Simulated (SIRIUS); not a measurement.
Here is a SIRIUS 7.12.0 calculation.

File sirius.json:

```json
{
  "control": {
    "processing_unit": "cpu",
    "std_evp_solver_name": "lapack",
    "gen_evp_solver_name": "lapack",
    "verbosity": 2,
    "print_forces": true,
    "ortho_rf": true,
    "use_second_variation": true,
    "rmt_max": 3.0,
    "num_bands_to_print": 23,
    "save_wf": true
  },
  "parameters": {
    "electronic_structure_method": "full_potential_lapwlo",
    "xc_functionals": ["XC_GGA_X_PBE", "XC_GGA_C_PBE"],
    "core_relativity": "dirac",
    "valence_relativity": "iora",
    "num_fv_states": 23,
    "smearing": "fermi_dirac",
    "smearing_width": 0.0073498644,
    "pw_cutoff": 23,
    "gk_cutoff": 4.5,
    "lmax_apw": 12,
    "lmax_rho": 8,
    "lmax_pot": 8,
    "num_mag_dims": 1,
    "auto_rmt": 0,
    "ngridk": [11, 11, 10],
    "shiftk": [0, 0, 0],
    "num_dft_iter": 80,
    "energy_tol": 1e-07,
    "density_tol": 1e-05,
    "use_symmetry": true
  },
  "settings": {"tol_ne": 1e-10},
  "iterative_solver": {"type": "exact"},
  "mixer": {"type": "anderson", "beta": 0.4, "max_history": 8},
  "unit_cell": {
    "lattice_vectors": [[5.3976232747, 0.0, 0.0], [-2.6988116279, 4.6744788684, 0.0], [0.0, 0.0, 5.2678128849]],
    "atom_types": ["Co", "O"],
    "atom_files": {"Co": "Co.json", "O": "O.json"},
    "atoms": {"Co": [[0.0, 0.0, 0.0, 0.0, 0.0, 2.0]], "O": [[0.666666666667, 0.333333333333, 0.5, 0.0, 0.0, 0.0]]}
  }
}
```

The input Co.json:

```json
{
  "name": "cobalt",
  "symbol": "Co",
  "number": 27,
  "mass": 58.933195,
  "rmin": 1e-06,
  "rmt": 2.4,
  "nrmt": 800,
  "rinf": 15.25,
  "core": "1s2s2p",
  "valence": [
    {"basis": [{"enu": 0.04, "dme": 0, "n": 0, "auto": 0}, {"enu": 0.04, "dme": 1, "n": 0, "auto": 0}]},
    {"l": 0, "n": 1, "basis": [{"enu": 0.14, "dme": 0, "n": 0, "auto": 0}]},
    {"l": 1, "n": 2, "basis": [{"enu": 0.14, "dme": 0, "n": 0, "auto": 0}]},
    {"l": 2, "n": 3, "basis": [{"enu": 0.1381, "dme": 0, "n": 0, "auto": 0}]},
    {"l": 3, "n": 4, "basis": [{"enu": 0.14, "dme": 0, "n": 0, "auto": 0}]}
  ],
  "lo": [
    {"l": 0, "basis": [{"enu": 0.14, "dme": 0, "n": 0, "auto": 0}, {"enu": 0.14, "dme": 1, "n": 0, "auto": 0}]},
    {
      "l": 0,
      "basis": [{"enu": -3.3875, "dme": 0, "n": 3, "auto": 1}, {"enu": -3.3875, "dme": 1, "n": 3, "auto": 1}]
    },
    {
      "l": 0,
      "basis": [{"enu": -3.3875, "dme": 1, "n": 3, "auto": 1}, {"enu": 0.14, "dme": 0, "n": 0, "auto": 0}]
    },
    {"l": 0, "basis": [{"enu": 0.14, "dme": 0, "n": 0, "auto": 0}, {"enu": 2.9178, "dme": 0, "n": 0, "auto": 0}]},
    {"l": 1, "basis": [{"enu": 0.14, "dme": 0, "n": 0, "auto": 0}, {"enu": 0.14, "dme": 1, "n": 0, "auto": 0}]},
    {
      "l": 1,
      "basis": [{"enu": -2.0571, "dme": 0, "n": 3, "auto": 1}, {"enu": -2.0571, "dme": 1, "n": 3, "auto": 1}]
    },
    {
      "l": 1,
      "basis": [{"enu": -2.0571, "dme": 1, "n": 3, "auto": 1}, {"enu": 0.14, "dme": 0, "n": 0, "auto": 0}]
    },
    {"l": 1, "basis": [{"enu": 0.14, "dme": 0, "n": 0, "auto": 0}, {"enu": 3.3344, "dme": 0, "n": 0, "auto": 0}]},
    {
      "l": 2,
      "basis": [{"enu": 0.1381, "dme": 0, "n": 0, "auto": 0}, {"enu": 0.1381, "dme": 1, "n": 0, "auto": 0}]
    },
    {
      "l": 2,
      "basis": [{"enu": 0.1381, "dme": 1, "n": 0, "auto": 0}, {"enu": 0.1381, "dme": 2, "n": 0, "auto": 0}]
    },
    {
      "l": 2,
      "basis": [{"enu": 0.1381, "dme": 0, "n": 0, "auto": 0}, {"enu": 2.8465, "dme": 0, "n": 0, "auto": 0}]
    },
    {"l": 3, "basis": [{"enu": 0.14, "dme": 0, "n": 0, "auto": 0}, {"enu": 0.14, "dme": 1, "n": 0, "auto": 0}]},
    {"l": 3, "basis": [{"enu": 0.14, "dme": 0, "n": 0, "auto": 0}, {"enu": 3.1608, "dme": 0, "n": 0, "auto": 0}]}
  ],
  "free_atom": [... radial grid and density of the free atom, the start of the SCF ...]
}
```

O.json

```json
{
  "name": "oxygen",
  "symbol": "O",
  "number": 8,
  "mass": 15.9994,
  "rmin": 1e-06,
  "rmt": 1.6,
  "nrmt": 800,
  "rinf": 11.55,
  "core": "1s",
  "valence": [
    {"basis": [{"enu": 0.04, "dme": 0, "n": 0, "auto": 0}, {"enu": 0.04, "dme": 1, "n": 0, "auto": 0}]},
    {"l": 0, "n": 1, "basis": [{"enu": -0.0771, "dme": 0, "n": 0, "auto": 0}]},
    {"l": 1, "n": 2, "basis": [{"enu": 0.14, "dme": 0, "n": 0, "auto": 0}]},
    {"l": 2, "n": 3, "basis": [{"enu": 0.14, "dme": 0, "n": 0, "auto": 0}]},
    {"l": 3, "n": 4, "basis": [{"enu": 0.14, "dme": 0, "n": 0, "auto": 0}]}
  ],
  "lo": [
    {
      "l": 0,
      "basis": [{"enu": -0.0771, "dme": 0, "n": 0, "auto": 0}, {"enu": -0.0771, "dme": 1, "n": 0, "auto": 0}]
    },
    {
      "l": 0,
      "basis": [{"enu": -0.0771, "dme": 1, "n": 0, "auto": 0}, {"enu": -0.0771, "dme": 2, "n": 0, "auto": 0}]
    },
    {
      "l": 0,
      "basis": [{"enu": -0.0771, "dme": 0, "n": 0, "auto": 0}, {"enu": 4.6103, "dme": 0, "n": 0, "auto": 0}]
    },
    {"l": 1, "basis": [{"enu": 0.14, "dme": 0, "n": 0, "auto": 0}, {"enu": 0.14, "dme": 1, "n": 0, "auto": 0}]},
    {"l": 1, "basis": [{"enu": 0.14, "dme": 1, "n": 0, "auto": 0}, {"enu": 0.14, "dme": 2, "n": 0, "auto": 0}]},
    {"l": 1, "basis": [{"enu": 0.14, "dme": 0, "n": 0, "auto": 0}, {"enu": 5.5306, "dme": 0, "n": 0, "auto": 0}]},
    {"l": 2, "basis": [{"enu": 0.14, "dme": 0, "n": 0, "auto": 0}, {"enu": 0.14, "dme": 1, "n": 0, "auto": 0}]},
    {"l": 2, "basis": [{"enu": 0.14, "dme": 1, "n": 0, "auto": 0}, {"enu": 0.14, "dme": 2, "n": 0, "auto": 0}]},
    {"l": 2, "basis": [{"enu": 0.14, "dme": 0, "n": 0, "auto": 0}, {"enu": 6.2337, "dme": 0, "n": 0, "auto": 0}]},
    {"l": 3, "basis": [{"enu": 0.14, "dme": 0, "n": 0, "auto": 0}, {"enu": 0.14, "dme": 1, "n": 0, "auto": 0}]}
  ],
  "free_atom": [... radial grid and density of the free atom, the start of the SCF ...]
}
```

File sirius_start.json:

```json
{
  "control": {
    "processing_unit": "cpu",
    "std_evp_solver_name": "lapack",
    "gen_evp_solver_name": "lapack",
    "verbosity": 1,
    "print_forces": false,
    "ortho_rf": true,
    "use_second_variation": true,
    "rmt_max": 3.0,
    "num_bands_to_print": 23,
    "save_wf": false
  },
  "parameters": {
    "electronic_structure_method": "full_potential_lapwlo",
    "xc_functionals": ["XC_LDA_X", "XC_LDA_C_PW"],
    "core_relativity": "dirac",
    "valence_relativity": "iora",
    "num_fv_states": 23,
    "smearing": "fermi_dirac",
    "smearing_width": 0.0055123983,
    "pw_cutoff": 23,
    "gk_cutoff": 3.6,
    "lmax_apw": 12,
    "lmax_rho": 8,
    "lmax_pot": 8,
    "num_mag_dims": 1,
    "auto_rmt": 0,
    "ngridk": [4, 4, 4],
    "shiftk": [0, 0, 0],
    "num_dft_iter": 30,
    "energy_tol": 0.01,
    "density_tol": 0.05,
    "use_symmetry": true
  },
  "settings": {"tol_ne": 1e-10},
  "iterative_solver": {"type": "exact"},
  "mixer": {"type": "anderson", "beta": 0.4, "max_history": 8},
  "unit_cell": {
    "lattice_vectors": [[5.3976232747, 0.0, 0.0], [-2.6988116279, 4.6744788684, 0.0], [0.0, 0.0, 5.2678128849]],
    "atom_types": ["Co", "O"],
    "atom_files": {"Co": "Co.json", "O": "O.json"},
    "atoms": {"Co": [[0.0, 0.0, 0.0, 0.0, 0.0, 2.0]], "O": [[0.666666666667, 0.333333333333, 0.5, 0.0, 0.0, 0.0]]}
  }
}
```

Potentials or basis: all-electron FP-LAPW, apw+lo standard.

The run is started by

```sh
$ OMP_NUM_THREADS=1 sirius.scf --input=sirius_start.json --output=start.json
$ OMP_NUM_THREADS=1 sirius.scf --input=sirius.json --output=output.json --task=1
```

(1) Predict the band gap on the k mesh.

(2) What does it give for the net moment?

(3) What does it give for the site moments?

## Answers

(1) none (metal or under the smearing width).

(2) 2.94 μB per cell.

(3) Co +2.55; O +0.37 μB.

Caveat: a cell with one magnetic atom can't hold antiferromagnetic order, which such compounds often take; semilocal functionals often make such compounds metallic where correlation or magnetic order opens a gap, which also shifts bond lengths.
